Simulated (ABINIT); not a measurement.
# ZnSe (Stilleite) (F-43m) in ABINIT: further runs

Aim: see how the results for ZnSe (Stilleite) move with the level of theory and the settings. Levels: PBE, r2SCAN, LDA. Tasks: single point.

Everything below comes from runs of ABINIT 10.8.3 (patched build). Logs are shortened: lines on timing, memory, paths and dates and some standing lists are left out, and cuts for length are marked. The log counts tension as positive stress, the text compression.

**Experimental background.**

“Alloy Disordering Effects on the Thermal Conductivity and Energy Gap Temperature Dependence of Cd1−xZnxSe Ternary Crystals Grown by the Bridgman Method”, 2023, pmc:10253836 reports, for a bulk crystal of ZnSe at 300 K: band gap 2.695 ± 0.003 eV (an exciton energy, a little under the gap).

How close the calculation comes is told below.

### 1 The structure

Symmetry: F-43m, No. 216, cubic system. The conventional cell has a = 5.668 Å, b = 5.668 Å, c = 5.668 Å, α = 90.00°, β = 90.00°, γ = 90.00°. Around Se (site symmetry -43m) lie 4 Zn at 2.45 Å. Around Zn (site symmetry -43m) lie 4 Se at 2.45 Å.

### 2 Single point, PBE

run.abi reads:

```
# Pseudopotentials
pp_dirpath "./"
pseudos "Se.GGA_PBE-JTH.xml, Zn.GGA_PBE-JTH.xml"

# Structure
acell 7.5732633804 7.5732633804 7.5732633804
rprim
     0.0000000000     0.7071067812     0.7071067812
     0.7071067812     0.0000000000     0.7071067812
     0.7071067812     0.7071067812     0.0000000000
ntypat 2
znucl 34 30
natom 2
typat 1 2
xred
     0.7500000000     0.7500000000     0.7500000000
     0.0000000000     0.0000000000     0.0000000000

# Plane-wave basis
ecut 20.0
pawecutdg 40.0

# k points
kptopt 1
ngkpt 6 6 6
nshiftk 1
shiftk 0.0 0.0 0.0

# Exchange and correlation
ixc 11

# Bands and occupations
nband 13
occopt 3
tsmear 0.00183747

# SCF cycle
nstep 100
tolvrs 1.0e-9

# Output
iomode 3
prtwf 0
prtden 0
prteig 0
prtebands 0
enunit 2
```

Potentials or basis: JTH PAW PBE v2.0.

Run with:

```console
> abinit run.abi > log 2>&1
```

run.abo:

```text
.Version 10.8.3 of ABINIT
 Symmetries : space group F-4 3 m (#216); Bravais cF (face-center cubic)
================================================================================
 Values of the parameters that define the memory need of the present run
     intxc =       0    ionmov =       0      iscf =      17    lmnmax =      18
     lnmax =       6     mgfft =      32  mpssoang =       3    mqgrid =    3001
     natom =       2  nloc_mem =       2    nspden =       1   nspinor =       1
    nsppol =       1      nsym =      24    n1xccc =       1    ntypat =       2
    occopt =       3   xclevel =       2
       mpw =        1327          nfft =       32768          nkpt =          16
 PAW method is used; the additional fine FFT grid is defined by:
   mgfftf=        45    nfftf =     91125
================================================================================
================================================================================

--------------------------------------------------------------------------------
------------- Echo of variables that govern the present computation ------------
--------------------------------------------------------------------------------
 -outvars: echo values of preprocessed input variables --------
            acell      7.5732633804E+00  7.5732633804E+00  7.5732633804E+00 Bohr
              amu      7.89600000E+01  6.53900000E+01
             ecut      2.00000000E+01 Hartree
           enunit           2
              ixc          11
         kptrlatt        6    0    0      0    6    0      0    0    6
          kptrlen      4.54395803E+01
            natom           2
            nband          13
            ngfft          32      32      32
          ngfftdg          45      45      45
             nkpt          16
            nstep         100
             nsym          24
           ntypat           2
           occopt           3
        pawecutdg      4.00000000E+01 Hartree
         pawxcdev           0
           prtden           0
        prtebands           0
           prteig           0
            prtwf           0
            rprim      0.0000000000E+00  7.0710678120E-01  7.0710678120E-01
                       7.0710678120E-01  0.0000000000E+00  7.0710678120E-01
                       7.0710678120E-01  7.0710678120E-01  0.0000000000E+00
          spgroup         216
           tolvrs      1.00000000E-09
           tsmear      1.83747000E-03 Hartree
            typat      1  2
           useylm           1
           xangst      4.2506999972E+00  4.2506999972E+00  4.2506999972E+00
                       0.0000000000E+00  0.0000000000E+00  0.0000000000E+00
            xcart      8.0326588381E+00  8.0326588381E+00  8.0326588381E+00
                       0.0000000000E+00  0.0000000000E+00  0.0000000000E+00
             xred      7.5000000000E-01  7.5000000000E-01  7.5000000000E-01
                       0.0000000000E+00  0.0000000000E+00  0.0000000000E+00
            znucl       34.00000   30.00000

================================================================================

 chkinp: Checking input parameters for consistency.

================================================================================
== DATASET  1 ==================================================================

--- !DatasetInfo
iteration_state: {dtset: 1, }
dimensions: {natom: 2, nkpt: 16, mband: 13, nsppol: 1, nspinor: 1, nspden: 1, mpw: 1327, }
cutoff_energies: {ecut:  20.0, pawecutdg:  40.0, }
electrons: {nelect:   1.80000000E+01, charge:   0.00000000E+00, occopt:   3.00000000E+00, tsmear:   1.83747000E-03, }
meta: {optdriver: 0, ionmov: 0, optcell: 0, iscf: 17, paral_kgb: 0, }
...

 Exchange-correlation functional for the present dataset will be:
  GGA: Perdew-Burke-Ernzerhof functional - ixc=11
  J.P.Perdew, K.Burke, M.Ernzerhof, PRL 77, 3865 (1996)

 Real(R)+Recip(G) space primitive vectors, cartesian coordinates (Bohr,Bohr^-1):
 R(1)=  0.0000000  5.3551059  5.3551059  G(1)= -0.0933688  0.0933688  0.0933688
 R(2)=  5.3551059  0.0000000  5.3551059  G(2)=  0.0933688 -0.0933688  0.0933688
 R(3)=  5.3551059  5.3551059  0.0000000  G(3)=  0.0933688  0.0933688 -0.0933688
 Unit cell volume ucvol=  3.0713845E+02 bohr^3
 Angles (23,13,12)=  6.00000000E+01  6.00000000E+01  6.00000000E+01 degrees

 Coarse grid specifications (used for wave-functions):

 getcut: wavevector=  0.0000  0.0000  0.0000  ngfft=  32  32  32
         ecut(hartree)=     20.000   => boxcut(ratio)=   2.09888

 Fine grid specifications (used for densities):

 getcut: wavevector=  0.0000  0.0000  0.0000  ngfft=  45  45  45
         ecut(hartree)=     40.000   => boxcut(ratio)=   2.04068

--- Pseudopotential description ------------------------------------------------
- pspini: atom type   1  psp file is ./Se.GGA_PBE-JTH.xml
 Pseudopotential format is: paw10
 basis_size (lnmax)=  4 (lmn_size=  8), orbitals=   0   0   1   1
 Spheres core radius: rc_sph= 2.21132333
 Shapefunction is BESSEL type: shapef(r,l)=aa(1,l)*jl(q(1,l)*r)+aa(2,l)*jl(q(2,l)*r)
 Radius for shape functions =  2.00656599
 Compensation charge density is not taken into account in XC energy/potential

- pspini: atom type   2  psp file is ./Zn.GGA_PBE-JTH.xml
 Pseudopotential format is: paw10
 basis_size (lnmax)=  6 (lmn_size= 18), orbitals=   0   0   1   1   2   2
 Spheres core radius: rc_sph= 2.30769763
 Shapefunction is SIN type: shapef(r)=[sin(pi*r/rshp)/(pi*r/rshp)]**2
 Radius for shape functions =  1.80965103
 Compensation charge density is not taken into account in XC energy/potential

   7.09926356E+02                                ecore*ucvol(ha*bohr**3)
--------------------------------------------------------------------------------

================================================================================

--- !BeginCycle
iteration_state: {dtset: 1, }
solver: {iscf: 17, nstep: 100, nline: 4, wfoptalg: 10, }
tolerances: {tolvrs: 1.00E-09, }
...

     iter   Etot(hartree)      deltaE(h)  residm     nres2
 ETOT  1  -73.813020930627    -7.381E+01 9.781E-01 2.820E+00
 ETOT  2  -73.942925654237    -1.299E-01 1.095E-01 4.428E-01
 ETOT  3  -73.941056661935     1.869E-03 9.878E-02 1.052E-01
 ETOT  4  -73.941018036769     3.863E-05 1.467E-02 7.547E-02
 ETOT  5  -73.941075977971    -5.794E-05 5.208E-03 6.775E-03
 ETOT  6  -73.941393811596    -3.178E-04 2.465E-03 3.667E-02
 ETOT  7  -73.941206382074     1.874E-04 3.728E-03 8.852E-04
 ETOT  8  -73.941303581178    -9.720E-05 2.233E-03 1.754E-03
 ETOT  9  -73.941310049733    -6.469E-06 1.344E-03 2.445E-03
 ETOT 10  -73.941316295437    -6.246E-06 2.574E-03 3.679E-03
 ETOT 11  -73.941395686325    -7.939E-05 4.150E-04 2.179E-02
 ETOT 12  -73.941347315434     4.837E-05 6.741E-04 1.109E-02
 ETOT 13  -73.941361983850    -1.467E-05 1.831E-05 1.385E-02
 ETOT 14  -73.941296915401     6.507E-05 8.558E-05 1.977E-04
 ETOT 15  -73.941304687401    -7.772E-06 1.386E-05 7.882E-04
 ETOT 16  -73.941302550972     2.136E-06 2.530E-06 1.935E-04
 ETOT 17  -73.941301802083     7.489E-07 5.027E-06 1.464E-05
 ETOT 18  -73.941302100527    -2.984E-07 7.216E-06 9.383E-05
 ETOT 19  -73.941302235693    -1.352E-07 2.861E-06 1.090E-04
 ETOT 20  -73.941302154317     8.138E-08 1.388E-06 8.447E-05
 ETOT 21  -73.941301849324     3.050E-07 1.193E-06 2.784E-06
 ETOT 22  -73.941301878542    -2.922E-08 9.487E-07 2.759E-06
 ETOT 23  -73.941301866393     1.215E-08 1.081E-06 5.054E-07
 ETOT 24  -73.941301865704     6.885E-10 1.005E-07 6.854E-08
 ETOT 25  -73.941301867431    -1.727E-09 2.047E-07 8.174E-08
 ETOT 26  -73.941301867477    -4.633E-11 1.503E-07 2.682E-08
 ETOT 27  -73.941301867346     1.311E-10 6.260E-08 5.075E-09
 ETOT 28  -73.941301867396    -4.988E-11 3.247E-08 2.753E-09
 ETOT 29  -73.941301867385     1.131E-11 1.592E-08 4.108E-10

 At SCF step   29       nres2   =  4.11E-10 < tolvrs=  1.00E-09 =>converged.

 Cartesian components of stress tensor (hartree/bohr^3)
  sigma(1 1)= -6.16596732E-05  sigma(3 2)=  0.00000000E+00
  sigma(2 2)= -6.16596732E-05  sigma(3 1)=  0.00000000E+00
  sigma(3 3)= -6.16596732E-05  sigma(2 1)=  0.00000000E+00

--- !ResultsGS
iteration_state: {dtset: 1, }
comment   : Summary of ground state results
lattice_vectors:
- [  0.0000000,   5.3551059,   5.3551059, ]
- [  5.3551059,   0.0000000,   5.3551059, ]
- [  5.3551059,   5.3551059,   0.0000000, ]
lattice_lengths: [   7.57326,    7.57326,    7.57326, ]
lattice_angles: [ 60.000,  60.000,  60.000, ] # degrees, (23, 13, 12)
lattice_volume:   3.0713845E+02
convergence: {deltae:  1.131E-11, res2:  4.108E-10, residm:  1.592E-08, diffor: null, }
etotal    :  -7.39413019E+01
entropy   :   0.00000000E+00
fermie    :   1.19715919E-01
cartesian_stress_tensor: # hartree/bohr^3
- [ -6.16596732E-05,   0.00000000E+00,   0.00000000E+00, ]
- [  0.00000000E+00,  -6.16596732E-05,   0.00000000E+00, ]
- [  0.00000000E+00,   0.00000000E+00,  -6.16596732E-05, ]
pressure_GPa:   1.8141E+00
xred      :
- [  7.5000E-01,   7.5000E-01,   7.5000E-01, Se]
- [  0.0000E+00,   0.0000E+00,   0.0000E+00, Zn]
cartesian_forces: # hartree/bohr
- [ -0.00000000E+00,  -0.00000000E+00,  -0.00000000E+00, ]
- [ -0.00000000E+00,  -0.00000000E+00,  -0.00000000E+00, ]
force_length_stats: {min:   0.00000000E+00, max:   0.00000000E+00, mean:   0.00000000E+00, }
...

 Integrated electronic density in atomic spheres:
 ------------------------------------------------
 Atom  Sphere_radius  Integrated_density
    1        2.21132          4.02678245
    2        2.30770         10.76904817

================================================================================

 ----iterations are completed or convergence reached----

 Mean square residual over all n,k,spin=   82.111E-12; max=  15.916E-09
 reduced coordinates (array xred) for    2 atoms
       0.750000000000      0.750000000000      0.750000000000
       0.000000000000      0.000000000000      0.000000000000
 rms dE/dt=  0.0000E+00; max dE/dt=  0.0000E+00; dE/dt below (all hartree)
    1       0.000000000000      0.000000000000      0.000000000000
    2       0.000000000000      0.000000000000      0.000000000000

 cartesian coordinates (angstrom) at end:
    1      4.25069999721944     4.25069999721944     4.25069999721944
    2      0.00000000000000     0.00000000000000     0.00000000000000

 cartesian forces (hartree/bohr) at end:
    1     -0.00000000000000    -0.00000000000000    -0.00000000000000
    2     -0.00000000000000    -0.00000000000000    -0.00000000000000
 frms,max,avg= 0.0000000E+00 0.0000000E+00   0.000E+00  0.000E+00  0.000E+00 h/b

 cartesian forces (eV/Angstrom) at end:
    1     -0.00000000000000    -0.00000000000000    -0.00000000000000
    2     -0.00000000000000    -0.00000000000000    -0.00000000000000
 frms,max,avg= 0.0000000E+00 0.0000000E+00   0.000E+00  0.000E+00  0.000E+00 e/A
 length scales=  7.573263380400  7.573263380400  7.573263380400 bohr
              =  4.007598390355  4.007598390355  4.007598390355 angstroms
 Fermi (or HOMO) energy (hartree) =   0.11972   Average Vxc (hartree)=  -0.33703
 Eigenvalues (hartree) for nkpt=  16  k points:
 kpt#   1, nband= 13, wtk=  0.00463, kpt=  0.0000  0.0000  0.0000 (reduced coord)
  -0.39234   -0.14537   -0.14537   -0.14537   -0.13177   -0.13177    0.09498    0.09498
   0.09498    0.14236    0.30839    0.30839    0.30839
      occupation numbers for kpt#   1
   2.00000    2.00000    2.00000    2.00000    2.00000    2.00000    2.00000    2.00000
   2.00000    0.00001    0.00000    0.00000    0.00000
 prteigrs : prtvol=0 or 1, do not print more k-points.

 Fermi (or HOMO) energy (eV) =   3.25764   Average Vxc (eV)=  -9.17115
 Eigenvalues (   eV  ) for nkpt=  16  k points:
 kpt#   1, nband= 13, wtk=  0.00463, kpt=  0.0000  0.0000  0.0000 (reduced coord)
 -10.67607   -3.95585   -3.95585   -3.95585   -3.58569   -3.58569    2.58465    2.58465
   2.58465    3.87393    8.39183    8.39183    8.39183
 prteigrs : prtvol=0 or 1, do not print more k-points.

--- !EnergyTerms
iteration_state     : {dtset: 1, }
comment             : Components of total free energy in Hartree
kinetic             :  9.97266265249622E+00
hartree             :  2.21713021294341E+01
xc                  : -8.05992813408199E+00
Ewald energy        : -4.39185504442274E+01
psp_core            :  2.31142131975811E+00
local_psp           : -7.60186734551015E+01
PAW spherical_terms :  1.96004697733576E+01
internal            : -7.39412961583649E+01
'-kT*entropy'       : -2.11063291910383E-09
total_energy        : -7.39412961604755E+01
total_energy_eV     : -2.01204516935117E+03
...

--- !EnergyTermsDC
iteration_state     : {dtset: 1, }
comment             : '"Double-counting" decomposition of free energy'
band_energy         : -2.06695663277000E+00
Ewald energy        : -4.39185504442274E+01
psp_core            :  2.31142131975811E+00
xc_dc               : -2.45212713607750E+01
PAW spherical_terms : -5.74594474725977E+00
internal            : -7.39413018652741E+01
'-kT*entropy'       : -2.11063291910383E-09
total_energy_dc     : -7.39413018673847E+01
total_energy_dc_eV  : -2.01204532464408E+03
...

--- !EnergyTermsWithPAWCore
iteration_state     : {dtset: 1, }
comment             : 'Components of total free energy, including PAW core contributions'
Total energy        : -4.22620280253731E+03
Total energy DC     : -4.22620280824422E+03
Total energy (eV)   : -1.15000836813690E+05
Total energy DC (eV): -1.15000836968983E+05
...

 Cartesian components of stress tensor (hartree/bohr^3)
  sigma(1 1)= -6.16596732E-05  sigma(3 2)=  0.00000000E+00
  sigma(2 2)= -6.16596732E-05  sigma(3 1)=  0.00000000E+00
  sigma(3 3)= -6.16596732E-05  sigma(2 1)=  0.00000000E+00

-Cartesian components of stress tensor (GPa)         [Pressure=  1.8141E+00 GPa]
- sigma(1 1)= -1.81409022E+00  sigma(3 2)=  0.00000000E+00
- sigma(2 2)= -1.81409022E+00  sigma(3 1)=  0.00000000E+00
- sigma(3 3)= -1.81409022E+00  sigma(2 1)=  0.00000000E+00

== END DATASET(S) ==============================================================
================================================================================

 -outvars: echo values of variables after computation  --------
            acell      7.5732633804E+00  7.5732633804E+00  7.5732633804E+00 Bohr
           etotal     -7.3941301867E+01
            fcart     -0.0000000000E+00 -0.0000000000E+00 -0.0000000000E+00
                      -0.0000000000E+00 -0.0000000000E+00 -0.0000000000E+00
            rprim      0.0000000000E+00  7.0710678120E-01  7.0710678120E-01
                       7.0710678120E-01  0.0000000000E+00  7.0710678120E-01
                       7.0710678120E-01  7.0710678120E-01  0.0000000000E+00
           strten     -6.1659673232E-05 -6.1659673232E-05 -6.1659673232E-05
                       0.0000000000E+00  0.0000000000E+00  0.0000000000E+00
           xangst      4.2506999972E+00  4.2506999972E+00  4.2506999972E+00
                       0.0000000000E+00  0.0000000000E+00  0.0000000000E+00
             xred      7.5000000000E-01  7.5000000000E-01  7.5000000000E-01
                       0.0000000000E+00  0.0000000000E+00  0.0000000000E+00
 Calculation completed.
```

Wall time 20 s (1 thread of Arm Neoverse V2, shared host); peak memory 0.11 GiB.

What came out:

```yaml
Free_energy: -2012.0453 eV
Band_gap_on_the_k_mesh: 1.29 eV, direct
Valence_electrons_inside_the_program's_atomic_spheres: Se 4.03; Zn 10.77
```

Caveat: the cutoff is too short for stress, so the log's stress isn't used.

[end of part 1 of 3]
